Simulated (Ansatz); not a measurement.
**Ionic part of the dielectric constant of BN at 6 GPa, mode by mode**

All numbers below come from DFT LDA, scalar-relativistic, plane waves, PAW (Ansatz). Cutoff 420 eV, 12×12×12 k-points (Γ-centred), fixed occupations. No spin polarisation. Phonons by linear response, acoustic sum rule imposed.

Symmetry: R3m, No. 160, trigonal system. Conventional cell: a = 2.478 Å, b = 2.478 Å, c = 8.704 Å, α = 90.00°, β = 90.00°, γ = 120.00°. B (site symmetry 3m) is surrounded by 3 N at 1.43 Å. N (site symmetry 3m) is surrounded by 3 B at 1.43 Å.

The crystal is built of layers and no dispersion correction was added, so the binding between them is poorly described, and with it their spacing and whatever depends on it.

The primitive cell has V = 15.42 Å³ and ε∞,yy = 5.304. Each polar mode adds Δε = (4.92064×10⁷/V)·S/ν² along y, with S its oscillator strength in e²/amu, ν in cm⁻¹ and V in Å³.

**Question.** From these modes, find each Δε and ε0,yy.
```
ν (cm⁻¹) S_yy (e²/amu)
  1411.4          1.172
```

**Answer.**
```json
{"ν (cm⁻¹)": "1411.4", "Δε": "1.88"}
```

The sum is 1.877, so ε0,yy = 7.18; the run's tensor has 7.18.

**Question.** Where do the longitudinal modes lie for a wave vector along y?

**Answer.** At 1642 cm⁻¹. The Lyddane–Sachs–Teller product Π(ν_LO/ν_TO)² = 1.35 matches ε0/ε∞ = 1.35.

This form isn't the usual stable structure of the compound at low pressure.

Cost: 1 run of about 0.38 core-minutes, on Intel Xeon 6975P-C (Granite Rapids) (shared hosts).